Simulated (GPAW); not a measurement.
# TaS2 (P-3m1) in GPAW: single point with LDA

Aim: the single point of TaS2 with LDA.

Program: GPAW 26.7.0. These are calculated values, not measurements. Logs are shortened: lines on timing, memory, paths and dates and some standing lists are left out, and cuts for length are marked. The log counts tension as positive stress, the text compression.

## Step 1: The undisturbed crystal

Symmetry: P-3m1, No. 164, trigonal system. The conventional cell has a = 3.350 Å, b = 3.350 Å, c = 5.860 Å, α = 90.00°, β = 90.00°, γ = 120.00°. Ta (site symmetry -3m) has 6 S at 2.43 Å as nearest neighbours. S (site symmetry 3m) is surrounded by 3 Ta at 2.43 Å.

## Step 2: Single point, LDA (volume scaled by 0.96)

The input, run.py:

```python
from ase.dft.bandgap import bandgap
from ase.io import write
from ase.spacegroup import crystal
from ase.units import GPa
from gpaw import GPAW, PW

# Ta 1a
# S 2d
atoms = crystal(['Ta', 'S'],
                basis=[[0.0, 0.0, 0.0],
                       [0.6666666667, 0.3333333333, 0.75]],
                spacegroup=164, setting=1,  # P-3m1
                cellpar=[3.30472418, 3.30472418, 5.7808011, 90.0, 90.0, 120.0],
                primitive_cell=True)

calc = GPAW(mode=PW(450),
            xc='LDA',
            kpts={'size': (8, 8, 4), 'gamma': True},
            occupations={'name': 'fermi-dirac', 'width': 0.05},
            nbands=25,
            convergence={'density': 1e-05, 'energy': 1e-05},
            maxiter=80,
            txt='gpaw.txt')
atoms.calc = calc
energy = atoms.get_potential_energy()
forces = atoms.get_forces()
stress = atoms.get_stress()
calc.write('gs.gpw')
write('result.traj', atoms)
print(f'Energy: {energy:.6f} eV')
print('Forces (eV/A):')
print(forces.round(4))
print('Stress (GPa):', (stress / GPa).round(3))
print('Fermi level:', round(calc.get_fermi_level(), 4), 'eV')
print(f'Gap: {bandgap(calc)[0]:.4f} eV, direct: {bandgap(calc, direct=True)[0]:.4f} eV')
```

Potentials or basis: the program's PAW data sets (release 1.2.1) made for this functional, pw.

Launch:

```console
> OMP_NUM_THREADS=1 python run.py
```

gpaw.txt:

```text
__  _  _
 | _ |_)|_||  |
 |__||  | ||/\| - 26.7.0

Input parameters:
  mode=PW(ecut=450.00000000000006),
  convergence={'density': 1e-05, 'energy': 1e-05},
  kpts=MonkhorstPack(size=(8, 8, 4), gamma=True),
  maxiter=80,
  nbands=25,
  occupations=Occupations(name='fermi-dirac', width=0.05),
  xc=XC(name='LDA')

Diagonalizing LCAO Hamiltonian
Converting LCAO to pw mode

            S

         S

       Ta

Atoms  # Å, Bohr magnetons
|   | symbol |         x |        y |        z |    initial magnetic moments |
|---|--------|-----------|----------|----------|-----------------------------|
| 0 |     Ta |  0.000000 | 0.000000 | 0.000000 | ( 0.0000,  0.0000,  0.0000) |
| 1 |      S |  1.652362 | 0.953992 | 4.335601 | ( 0.0000,  0.0000,  0.0000) |
| 2 |      S | -0.000000 | 1.907983 | 1.445200 | ( 0.0000,  0.0000,  0.0000) |

Unit cell  # Å
| periodic |         x |        y |        z |  lengths |     angles |
|----------|-----------|----------|----------|----------|------------|
|      yes |  3.304724 | 0.000000 | 0.000000 | 3.304724 |  90.000000 |
|      yes | -1.652362 | 2.861975 | 0.000000 | 3.304724 |  90.000000 |
|      yes |  0.000000 | 0.000000 | 5.780801 | 5.780801 | 120.000000 |

Number of symmetries: 12
Symmetry operations  # r_c * U_cc + t_c -> r_c
|    | kind |            matrix            |
|----|------|------------------------------|
|  0 |  σ   |  1, 1, 0,  0,-1, 0,  0, 0, 1 |
|  1 |  S6  |  1, 1, 0, -1, 0, 0,  0, 0,-1 |
|  2 |  E   |  1, 0, 0,  0, 1, 0,  0, 0, 1 |
|  3 |  C2  |  1, 0, 0, -1,-1, 0,  0, 0,-1 |
|  4 |  C2  |  0, 1, 0,  1, 0, 0,  0, 0,-1 |
|  5 |  C3  |  0, 1, 0, -1,-1, 0,  0, 0, 1 |
|  6 |  S6  |  0,-1, 0,  1, 1, 0,  0, 0,-1 |
|  7 |  σ   |  0,-1, 0, -1, 0, 0,  0, 0, 1 |
|  8 |  σ   | -1, 0, 0,  1, 1, 0,  0, 0, 1 |
|  9 |  i   | -1, 0, 0,  0,-1, 0,  0, 0,-1 |
| 10 |  C3  | -1,-1, 0,  1, 0, 0,  0, 0, 1 |
| 11 |  C2  | -1,-1, 0,  0, 1, 0,  0, 0,-1 |

BZ-sampling:
  Number of BZ points: 256
  Number of IBZ points: 35

  Monkhorst-Pack size: [8, 8, 4]
  Monkhorst-Pack shift: [0.0625, 0.0625, 0.125]

K-points  # in reciprocal-cell coordinates
|     |                                coordinates |     weight |
|-----|--------------------------------------------|------------|
|   0 | (  0.00000000,   0.00000000,   0.00000000) | 0.00390625 |
|   1 | (  0.00000000,   0.00000000,   0.25000000) | 0.00781250 |
|   2 | (  0.00000000,   0.00000000,   0.50000000) | 0.00390625 |
|   3 | (  0.12500000,   0.00000000,  -0.25000000) | 0.02343750 |
|   4 | (  0.12500000,   0.00000000,   0.00000000) | 0.02343750 |
|   5 | (  0.12500000,   0.00000000,   0.25000000) | 0.02343750 |
|   6 | (  0.12500000,   0.00000000,   0.50000000) | 0.02343750 |
|   7 | (  0.25000000,  -0.12500000,   0.00000000) | 0.02343750 |
|   8 | (  0.25000000,  -0.12500000,   0.25000000) | 0.04687500 |
|   9 | (  0.25000000,  -0.12500000,   0.50000000) | 0.02343750 |
| ... |                                            |            |
|  34 | (  0.50000000,   0.50000000,   0.50000000) | 0.01171875 |

Plane wave coefficients: 1196
Cutoff: 450.00000000000006 eV

Spin-components: 1 (collinear spins)
Bands:           25
Projectors:      16
Spin-degeneracy: 2
Datatype:        complex128

Density:
  Valence electrons: 25.0
  Components: 1
  Grid points: [18 18 30]
  Charge: 0.0  # |e|

Potential:
  Grid points: [18 18 30]

species:
  Ta:
    name:    Tantalum
    Z:       73.0
    valence: 13
    core:    60
    charge:  0.0  # [|e|]
    compensation charges:
      type: gauss
      rc: 0.42  # [Å]
      lmax: 2
    cutoffs:
      filter: 2.36  # [Å]
      core: 3.45  # [Å]
    projectors
    | kind |    occ | energy [eV] | rcut [Å] |
    |------|--------|-------------|----------|
    |   5s |  2.000 |     -72.979 |    1.365 |
    |   6s |  2.000 |      -5.599 |    1.365 |
    |   5p |  6.000 |     -39.590 |    1.349 |
    |   6p |  0.000 |      -1.483 |    1.349 |
    |   5d |  3.000 |      -3.794 |    1.307 |
    |    d |        |      23.417 |    1.307 |

    Using partial waves for Ta as LCAO basis

  S:
    name:    Sulfur
    Z:       16.0
    valence: 6
    core:    10
    charge:  0.0  # [|e|]
    compensation charges:
      type: gauss
      rc: 0.24  # [Å]
      lmax: 2
    cutoffs:
      filter: 1.77  # [Å]
      core: 1.66  # [Å]
    projectors
    | kind |    occ | energy [eV] | rcut [Å] |
    |------|--------|-------------|----------|
    |   3s |  2.000 |     -17.278 |    0.974 |
    |   3p |  4.000 |      -7.106 |    0.979 |
    |    s |        |       9.933 |    0.974 |
    |    p |        |      20.105 |    0.979 |
    |    d |        |       0.000 |    0.900 |

    Using partial waves for S as LCAO basis

Reference energy: -445571.487469  # eV

eigensolver:
  PPCG
  Converge bands: occupied
  niter=2

density mixing:
  MSR1-Mixer
  Pratt-step length: 0.05
  Maximum mixing coefficient: 0.75
  Old densities: 10
  SVD Regularization: 0.005
  Good broyden scale: 1.0
  Trust region scale: 1.0
  Backstep threshold: 4.0
  History deletion threshold: 6.0
  Fourier metric: weight=20.0, sigma=0.015

occupation numbers:
  Fermi-Dirac:
    width: 0.0500  # eV

poisson solver:
  ecut: 3600.0000000000005  # eV

xc functional:
  name: None

convergence criteria:
- Maximum integral of absolute [dens]ity change: 1e-05 electrons / valence electron
- Maximum [total energy] change in last 3 cyles: 1e-05 eV / valence electron
- Maximum integral of absolute [eigenst]ate change: 4e-08 eV^2 / valence electron
maximum number of iterations: 80

SCF iterations
|iter     | |      energy | eigst |  dens |
|---------|-|-------------|-------|-------|
|iter:   1| |  -23.984795 | +0.27 |       |
|iter:   2| |  -23.901541 | -1.80 | -1.14 |
|iter:   3| |  -23.520696 | -1.53 | -1.18 |
|iter:   4| |  -23.510544 | -2.46 | -1.62 |
|iter:   5| |  -23.476934 | -3.15 | -1.75 |
|iter:   6| |  -23.477036 | -4.02 | -2.14 |
|iter:   7| |  -23.477028c| -5.59 | -3.16 |
|iter:   8| |  -23.477026c| -6.85 | -3.71 |
|iter:   9| |  -23.477026c| -7.61c| -4.61 |
|iter:  10| |  -23.477026c| -8.27c| -5.35c|

Converged in 10 steps
Energy contributions relative to reference atoms: (reference = -445571.487469)

Energy contributions:
  Kinetic:          35.262719
  Coulomb:         -34.084563
  Zero:             -0.223788
  External:          0.000000
  Xc:              -24.421654
  Entropy:          -0.019478
  Spinorbit:         0.000000
  ----------------------------
  Free energy:     -23.486765
  Extrapolated:    -23.477026

dipole moment: (-5.944738, -10.296588, -20.797710)  # |e|*Ang

Fermi level: 8.277
Eigenvalues  # (at kpt = [0.000, 0.000, 0.000])
| band index |      eig [eV] | occ [0-2] |
|------------|---------------|-----------|
|          0 |       -60.112 |     2.000 |
|        ... |               |           |
|          6 |         1.054 |     2.000 |
|          7 |         3.897 |     2.000 |
|          8 |         3.897 |     2.000 |
|          9 |         6.992 |     2.000 |
|         10 |         7.584 |     2.000 |
|         11 |         7.584 |     2.000 |
[... 8 lines left out ...]
|         20 |        17.220 |     0.000 |
|         21 |        19.850 |     0.000 |
|        ... |               |           |
|         24 |        22.430 |     0.000 |

No gap
No difference between direct/indirect transitions

Forces  # eV/Ang
|        x |        y |        z |
|----------|----------|----------|
|  0.00000 |  0.00000 |  0.00000 |  # Ta   0
| -0.00000 | -0.00000 | -1.48362 |  # S    1
|  0.00000 |  0.00000 |  1.48362 |  # S    2

Stress tensor  # eV/Ang^3
|         x |         y |         z |
|-----------|-----------|-----------|
| -0.037019 |  0.000000 |  0.000000 |
|  0.000000 | -0.037019 |  0.000000 |
|  0.000000 |  0.000000 | -0.066795 |

# Writing to gs.gpw (mode='')
```

It took 18 s on 1 thread of Intel Xeon at 2.80GHz (Skylake/Cascade Lake), shared host; peak memory 0.16 GiB.

Results:

```
Free energy            : -23.4868 eV
Pressure               : 7.5 GPa
Largest force          : 1.484 eV/Å
Band gap on the k mesh : none (metal or under the smearing width)
```

Forces on the atoms (eV/Å):
```
Ta   0.000  0.000  0.000
S    0.000  0.000 -1.484
S    0.000  0.000  1.484
```

Levels at points of the mesh, in eV from the Fermi level:
| k point | band 11 | band 12 | band 13 | band 14 | band 15 | band 16 |
| --- | --- | --- | --- | --- | --- | --- |
| (0.00, 0.00, 0.00) | -0.69 | -0.69 | -0.03 | -0.03 | 0.20 | 4.26 |
| (0.00, 0.00, 0.50) | -0.84 | -0.84 | -0.07 | -0.07 | 1.35 | 4.73 |
| (0.50, 0.50, 0.00) | -3.51 | -2.23 | -0.83 | 2.53 | 3.12 | 4.48 |
| (0.50, 0.50, 0.50) | -2.17 | -1.92 | -1.36 | 2.52 | 3.11 | 4.29 |

Caveat: the cutoff is short for stress and forces, so pressures can be off by a GPa or more. The run has no spin-orbit coupling, so splittings on Ta are missing.
